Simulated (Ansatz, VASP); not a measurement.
**CO2 in VASP and in Ansatz**

```
C O
1.0
    -1.93430    1.93430    2.94731
     1.93430   -1.93430    2.94731
     1.93430    1.93430   -2.94731
C O
2 4
Direct
  0.00000 0.00000 0.00000
  0.75000 0.25000 0.50000
  0.37500 0.29409 0.41909
  0.70591 0.12500 0.08091
  0.87500 0.95591 0.58091
  0.04409 0.62500 0.91909
```

Alike in both runs: functional LDA; k mesh 8 × 8 × 8; occupations gaussian, width 0.02 eV; no spin polarisation.

Ansatz relaxed the structure, and its values are those at the end. VASP's run is a single point on that final structure, the one shown.

|  | VASP | Ansatz |
| --- | --- | --- |
| version | VASP 6.6.1 | Ansatz 0.2.0 |
| potentials or method | VASP PAW LDA potentials, release 64 (C, O) | scalar-relativistic, plane waves, PAW |
| plane-wave cutoff (eV) | 520 | 420 |
| valence electrons in the cell | 32 | 32 |

```tsv
	VASP	Ansatz	Ansatz less VASP
gap on the k mesh at the Fermi level (eV)	7.52	7.60	+0.084
least direct gap on the mesh (eV)	8.00	8.05	+0.052
pressure (GPa)	2.5	0.0	-2.50
rms of the force components (eV/Å)	0.066	0.000	-0.0664
```

A k mesh can miss the band edges. As with any semilocal functional, this LDA gap is likely too small.
